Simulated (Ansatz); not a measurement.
## Ionic part of the dielectric constant of NaCl, mode by mode

All numbers below come from Ansatz 0.2.0, DFT PBE, scalar-relativistic, plane waves, PAW. Settings: 420 eV plane-wave cutoff, Γ-centred 8×8×8 mesh, fixed occupations. No spin polarisation. Phonons by linear response, acoustic sum rule imposed.

Space group I4_1md (No. 109), tetragonal, a = 3.702 Å, c = 13.653 Å. Around Na lie 6 Cl at 2.87–2.90 Å; Cl has 6 Na at 2.87–2.90 Å.

The structure comes from a generated guess, relaxed at this level; another structure or a mixture of phases may lie lower.

The primitive cell has V = 93.53 Å³ and ε∞,xx = 2.503. Each polar mode adds Δε = (4.92064×10⁷/V)·S/ν² along x, with S its oscillator strength in e²/amu, ν in cm⁻¹ and V in Å³.

Task: From these modes, find each Δε and ε0,xx.
| ν (cm⁻¹) | S_xx (e²/amu) |
| --- | --- |
| 64.89 | 0.00068 |
| 126.22 | 0.00703 |
| 139.53 | 0.1782 |

Result:
```json
{"ν (cm⁻¹)": "64.89", "Δε": "0.08"}
{"ν (cm⁻¹)": "126.22", "Δε": "0.23"}
{"ν (cm⁻¹)": "139.53", "Δε": "4.82"}
```

The sum is 5.13, so ε0,xx = 7.63; the run's tensor has 7.64.

Task: Where do the longitudinal modes lie for a wave vector along x?

Result: At 65.20, 126.71, 241.63 cm⁻¹. The Lyddane–Sachs–Teller product Π(ν_LO/ν_TO)² = 3.05 agrees with ε0/ε∞ = 3.05.
